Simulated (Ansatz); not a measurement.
# Ge: band gap under strain

Aim: follow the gap of Ge, lonsdaleite through these states: -2.0 % strain along z alone; -1.0 % strain along z alone; +1.0 % strain along z alone. The table at the end shows which levels were run.

Program: Ansatz 0.2.0. PAW datasets, plane waves. (Simulation; spin polarisation is off.)

## Step 1: The system as given

The unstrained cell was relaxed with r2SCAN; in each strained cell the atoms were relaxed again with r2SCAN. Names of k-points are those of the unstrained zone, where strain can split equivalent points. First state: -2.0 % strain along z alone.

The symmetry is P6_3/mmc (No. 194, hexagonal); conventional cell a = 3.998 Å, c = 6.461 Å, 22.35 Å³ an atom. Around Ge lie 4 Ge at 2.43–2.44 Å.

Coordinates:

Space group P6_3/mmc (No. 194). a = 3.998 Å, b = 3.998 Å, c = 6.461 Å, α = 90.00°, β = 90.00°, γ = 120.00°
| atom | site | symmetry | x | y | z |
| --- | --- | --- | --- | --- | --- |
| Ge | 4f | 3m. | 0.3333 | 0.6667 | 0.5616 |

From earlier runs on the unstrained cell: PBE -0.13 eV, r2SCAN 0.08 eV, HSE06 0.38 eV, r2SCAN+SOC 0.02 eV; a = 3.998 Å, c = 6.593 Å.

## Step 2: -2.0 % strain along z alone: PBE

Contents of input.yaml:

```yaml
crystal:
  lattice:
    - [3.9976152111, 0.0, 0.0]
    - [-1.9988076055, 3.4620363274, 0.0]
    - [0.0, 0.0, 6.460963125]
  atoms:
    - { symbol: Ge, position: [0.3333333333, 0.6666666667, -0.0008869513] }
    - { symbol: Ge, position: [0.6666666667, 0.3333333333, 0.4991130487] }
    - { symbol: Ge, position: [0.3333333333, 0.6666666667, 0.3758869513] }
    - { symbol: Ge, position: [0.6666666667, 0.3333333333, 0.8758869513] }
kpoints:
  mp_grid: { grid: [12, 12, 4] }
  band_path:
    path:
      - [0.0, 0.0, 0.0]
      - [0.5, 0.0, 0.0]
      - [0.3333333333, 0.3333333333, 0.0]
      - [0.0, 0.0, 0.5]
      - [0.5, 0.0, 0.5]
      - [0.3333333333, 0.3333333333, 0.5]
      - [0.0, 0.0, 0.186198]
    npoints: 1
hamiltonian:
  xc: pbe
scf:
  occupations: { method: fermi_dirac, width: 0.02 }
  n_extra_bands: 5
output:
  forces: true
  stress: true
  eigenvalues: true
  write_density: true
  write_potential: true
  elf: true
  volumetric_format: npy
```

Launch:

```
$ ansatz run input.yaml --threads 2 --pin off --max-ram 20275MiB --backend cpu --events-out ev --progress --plain --runs-dir out
```

The runs that follow: -2.0 % strain along z alone: r2SCAN; -2.0 % strain along z alone: HSE06; -2.0 % strain along z alone: r2SCAN+SOC; -1.0 % strain along z alone: PBE; -1.0 % strain along z alone: r2SCAN; -1.0 % strain along z alone: HSE06; -1.0 % strain along z alone: r2SCAN+SOC; +1.0 % strain along z alone: PBE; +1.0 % strain along z alone: r2SCAN; +1.0 % strain along z alone: HSE06; +1.0 % strain along z alone: r2SCAN+SOC.

Q: Predict the outcome of this session.

**Answer**, as computed:

Least gap in eV (negative: overlap), with the change from the unstrained cell in brackets:

```
                      state  volume change (%)            PBE        r2SCAN         HSE06
-2.0 % strain along z alone               -2.0  -0.24 (-0.11)  0.00 (-0.08)  0.22 (-0.16)
-1.0 % strain along z alone               -1.0  -0.19 (-0.06)  0.00 (-0.08)  0.30 (-0.08)
+1.0 % strain along z alone               +1.0  -0.08 (+0.05)  0.14 (+0.06)  0.45 (+0.07)
```

In words: The largest move of the HSE06 gap in the table is -0.162 eV, under -2.0 % strain along z alone. PBE and HSE06 differ by 0.51 eV on the unstrained gap, and by at most 0.06 eV on its change. Under -2.0 % strain along z alone and under -1.0 % strain along z alone and under +1.0 % strain along z alone PBE gives no gap, or under 0.02 eV, while HSE06 has one.
